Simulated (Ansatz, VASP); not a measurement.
## Two plane-wave programs on MgO

The input INCAR:

```
PREC = Accurate
ENCUT = 520
EDIFF = 1E-6
ISMEAR = 0
SIGMA = 0.05
LREAL = F
LASPH = T
NELM = 80
ALGO = Normal
ISIF = 2
LWAVE = F
LCHARG = T
GGA = PS
LELF = T
LVHAR = T
NBANDS = 16
```

The input KPOINTS:

```
regular mesh
0
Gamma
  9 9 6
```

The input POSCAR:

```
MgO
1.0
    3.6113000000      0.0000000000      0.0000000000
   -1.8056500000      3.1274775407      0.0000000000
    0.0000000000      0.0000000000      4.0549000000
Mg O
2 2
Direct
    0.6666666667      0.3333333333      0.7500000000
    0.3333333333      0.6666666667      0.2500000000
    0.6666666667      0.3333333333      0.2500000000
    0.3333333333      0.6666666667      0.7500000000
```

Input for Ansatz:

```yaml
crystal:
  lattice:
    - [3.6113, 0.0, 0.0]
    - [-1.80565, 3.1274775407, 0.0]
    - [0.0, 0.0, 4.0549]
  atoms:
    - { symbol: Mg, position: [0.6666666667, 0.3333333333, 0.75] }
    - { symbol: Mg, position: [0.3333333333, 0.6666666667, 0.25] }
    - { symbol: O, position: [0.6666666667, 0.3333333333, 0.25] }
    - { symbol: O, position: [0.3333333333, 0.6666666667, 0.75] }
basis:
  ecutwfc: 520.0
kpoints:
  mp_grid: { grid: [9, 9, 6] }
hamiltonian:
  xc: pbesol
  pseudopotentials: { kind: paw, azcp: { folder: soft_1 } }
scf:
  occupations: { method: gaussian, width: 0.05 }
output:
  forces: true
  stress: true
  eigenvalues: true
```

Alike in both runs: task single point; functional PBEsol; k mesh 9 × 9 × 6; occupations gaussian, width 0.05 eV; no spin polarisation.

|  | VASP | Ansatz |
| --- | --- | --- |
| version | VASP 6.6.1 | Ansatz 0.2.0 |
| potentials or method | VASP PAW PBE potentials, release 64 (Mg, O) | scalar-relativistic, plane waves, PAW |
| plane-wave cutoff (eV) | 520 | 520 |
| valence electrons in the cell | 16 | 32 |

|  | VASP | Ansatz | Ansatz less VASP |
| --- | --- | --- | --- |
| gap on the k mesh at the Fermi level (eV) | 3.21 | 3.22 | +0.009 |
| least direct gap on the mesh (eV) | 3.21 | 3.22 | +0.009 |
| pressure (GPa) | -2.8 | -2.4 | +0.45 |
| largest component of the traceless stress (GPa) | 7.31 | 7.32 | +0.010 |

The two sets of potentials don't hold the same shells in valence. Ansatz warned: «pseudo_functional_mismatch».

Caveats: the PAW data sets were made with another functional, which shifts forces and pressure a little (VASP). PBEsol gaps usually lie below the measured ones, often by a third to a half.
